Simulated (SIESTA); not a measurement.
GaSb:

```
Sb Ga
1.0
     0.00000    3.05900    3.05900
     3.05900    0.00000    3.05900
     3.05900    3.05900    0.00000
Sb Ga
1 1
Direct
  0.75000 0.75000 0.75000
  0.00000 0.00000 0.00000
```

Base run:

- Program: SIESTA 5.4.2
- Functional: PW91
- Potentials or basis: PseudoDojo 0.4 standard (PBE files)
- Basis: DZP (energy shift 0.003 Ry; two zetas on semicore shells)
- Grid cutoff: 800 Ry
- Energy shift: 0.003 Ry
- k mesh: 8 × 8 × 8
- Occupations: fermi-dirac, width 0.05 eV
- Spin: no spin polarisation

Its results: band gap on the k mesh none (metal or under the smearing width); pressure 2.3 GPa.

After a change of settings the same cell gave: band gap on the k mesh 0.11 eV, direct; pressure 0.2 GPa. Which change was it?
A. functional from PW91 to RPBE
B. functional from PW91 to BLYP
C. functional from PW91 to LDA; potentials or basis from PseudoDojo 0.4 standard (PBE files) to PseudoDojo 0.4 standard (LDA files)
D. functional from PW91 to AM05; potentials or basis from PseudoDojo 0.4 standard (PBE files) to PseudoDojo 0.4 standard (PBEsol files)

D.

Caveats: the potentials were made for another functional, which shifts forces and pressure; the basis of atomic orbitals isn't converged, which shifts pressures, moduli and gaps; spin-orbit coupling is left out, which moves the levels of the heavy elements (some runs).

Runs at the PBE level aren't shown here.
